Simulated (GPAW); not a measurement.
A run of GPAW 26.7.0 is set up as follows.

The input run.py:

```python
from ase.dft.bandgap import bandgap
from ase.io import write
from ase.spacegroup import crystal
from ase.units import GPa
from gpaw import GPAW, PW

# C 4f
# C 4f
# C 4e
atoms = crystal(['C', 'C', 'C'],
                basis=[[0.6666666667, 0.3333333333, 0.35417],
                       [0.6666666667, 0.3333333333, 0.47917],
                       [0.0, 0.0, 0.8125]],
                spacegroup=194, setting=1,  # P6_3/mmc
                cellpar=[2.5221, 2.5221, 12.3557, 90.0, 90.0, 120.0],
                primitive_cell=True)

calc = GPAW(mode=PW(650),
            xc='LDA',
            kpts={'size': (10, 10, 2), 'gamma': True},
            occupations={'name': 'fermi-dirac', 'width': 0.01},
            nbands=46,
            convergence={'density': 1e-05, 'energy': 1e-05},
            maxiter=150,
            txt='gpaw.txt')
atoms.calc = calc
energy = atoms.get_potential_energy()
forces = atoms.get_forces()
stress = atoms.get_stress()
calc.write('gs.gpw')
write('result.traj', atoms)
print(f'Energy: {energy:.6f} eV')
print('Forces (eV/A):')
print(forces.round(4))
print('Stress (GPa):', (stress / GPa).round(3))
print('Fermi level:', round(calc.get_fermi_level(), 4), 'eV')
print(f'Gap: {bandgap(calc)[0]:.4f} eV, direct: {bandgap(calc, direct=True)[0]:.4f} eV')
```

Potentials or basis: the program's PAW data sets (release 1.2.1) made for this functional, pw.

The run is started by

```sh
$ OMP_NUM_THREADS=1 python run.py
```

Question: Estimate the band gap on the k mesh.

Answer: 4.34 eV, indirect (least direct gap 5.26 eV).

Question: Predict the pressure.

Answer: -12.6 GPa.

Stress tensor (GPa, compression positive):
```
-15.36   0.00   0.00
  0.00 -15.36   0.00
  0.00   0.00  -7.07
```

Caveat: the cutoff is short for stress and forces, so pressures can be off by a GPa or more. A k mesh can miss the band edges.
